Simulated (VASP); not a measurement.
Input of a VASP 6.6.1 run:

The input INCAR:

```
PREC = Accurate
ENCUT = 600
EDIFF = 1E-6
ISMEAR = -1
SIGMA = 0.05
LREAL = F
LASPH = T
NELM = 80
ALGO = Normal
ISIF = 3
LWAVE = F
LCHARG = F
GGA = CX
LUSE_VDW = T
AGGAC = 0.0
IBRION = 2
NSW = 60
EDIFFG = -0.02
```

KPOINTS

```
Automatic mesh
0
Gamma
  10 10 5
```

File POSCAR:

```
Hf2N
1.0
    3.0801700000      0.0000000000      0.0000000000
   -1.5400800000      2.6675000000      0.0000000000
    0.0000000000      0.0000000000      5.8821000000
Hf N
2 1
Direct
    0.0000000000      0.0000000000      0.7474300000
    0.0000000000      0.0000000000      0.2525700000
    0.6666700000      0.3333300000      0.5000000000
```

Potentials or basis: VASP PAW PBE potentials, release 64 (Hf_pv, N).

The run is started by

```sh
$ cat potpaw_PBE.64/Hf_pv/POTCAR potpaw_PBE.64/N/POTCAR > POTCAR
$ mpirun -np 1 vasp_std > vasp.out
```

**Question.** Predict the relaxed cell.

**Answer.** a = 3.046 Å, b = 3.046 Å, c = 5.795 Å, α = 90.00°, β = 90.00°, γ = 120.00°.

**Question.** Predict the relaxed volume.

**Answer.** 15.52 Å³/atom.

Forces on the atoms (eV/Å):
```
Hf   0.000  0.000 -0.007
Hf   0.000  0.000  0.007
N    0.000  0.000  0.000
```

Caveat: the PAW data sets were made with another functional, which shifts forces and pressure a little. The run has no spin-orbit coupling, so splittings on Hf are missing.
